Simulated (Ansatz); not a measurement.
# AlN: the cost of one run

Program: Ansatz 0.2.0. Level of theory: DFT, PBE, plane-wave PAW, default files, scalar-relativistic, as far as a step names no other. These are calculated values, not measurements.

## 1. The starting structure

It takes space group P6_3mc (No. 186, hexagonal). Conventional cell: a = 3.110 Å, b = 3.110 Å, c = 4.980 Å, α = 90.00°, β = 90.00°, γ = 120.00°. Around Al (site symmetry 3m) lie 4 N at 1.89 to 1.90 Å. N (site symmetry 3m) is surrounded by 4 Al at 1.89 to 1.90 Å.

Coordinates:

```cif
data_structure
_symmetry_space_group_name_H-M 'P 1'
_symmetry_Int_Tables_number 1
_cell_length_a 3.1100
_cell_length_b 3.1100
_cell_length_c 4.9800
_cell_angle_alpha 90.000
_cell_angle_beta 90.000
_cell_angle_gamma 120.000
_cell_volume 41.71
loop_
_atom_site_label
_atom_site_type_symbol
_atom_site_fract_x
_atom_site_fract_y
_atom_site_fract_z
_atom_site_occupancy
Al1 Al 0.66667 0.33333 0.00000 1
Al2 Al 0.33333 0.66667 0.50000 1
N1 N 0.66667 0.33333 0.38200 1
N2 N 0.33333 0.66667 0.88200 1
```

The earlier run gave: gap on the mesh 4.20 eV, largest force 0.008 eV/Å, pressure 4.1 GPa.

Like atoms gathered into sites:

```tsv
site	atoms	first shell	V_zz (10²¹ V/m²)	η	C_Q (MHz)
Al	1, 2	4 N at 1.89–1.90 Å; also 1 N at 3.08 Å	0.51	0.00	1.79 (²⁷Al)
N	3, 4	4 Al at 1.89–1.90 Å; also 1 Al at 3.08 Å	<0.01	–	≈0 (¹⁴N)
```

V_zz is the principal component of the electric field gradient with the largest magnitude, η = (V_xx − V_yy)/V_zz and C_Q = eQV_zz/h. Nuclear quadrupole moments: year-2017 set (Pyykkö).

## 2. Ions relaxed at fixed cell

File input.yaml:

```yaml
crystal:
  lattice:
    - [3.11, 0.0, 0.0]
    - [-1.555, 2.6933390058, 0.0]
    - [0.0, 0.0, 4.98]
  atoms:
    - { symbol: Al, position: [0.6666666667, 0.3333333333, 0.0] }
    - { symbol: Al, position: [0.3333333333, 0.6666666667, 0.5] }
    - { symbol: "N", position: [0.6666666667, 0.3333333333, 0.382] }
    - { symbol: "N", position: [0.3333333333, 0.6666666667, 0.882] }
kpoints:
  mp_grid: { grid: [11, 11, 6] }
scf:
  occupations: { method: fermi_dirac, width: 0.02 }
hamiltonian:
  xc: pbe
  pseudopotentials: { kind: paw }
output:
  forces: true
  stress: true
  populations: true
  efg:
    quadrupole_moments_barn: { Al: 0.1466, "N": 0.02044 }
    contact_densities: true
relax:
  f_tol: 0.02
  max_steps: 60
```

The run is started by

```
> ansatz run input.yaml --threads 1 --pin off --max-ram 3072MiB --backend cpu --events-out ev --progress --plain --runs-dir out
```

**Question.** How long does this run take on 1 thread of Intel Xeon Platinum 8259CL at 2.50GHz (Skylake/Cascade Lake), shared host, and how much memory does it need?

About 7.2 s, with a peak of 0.42 GiB.
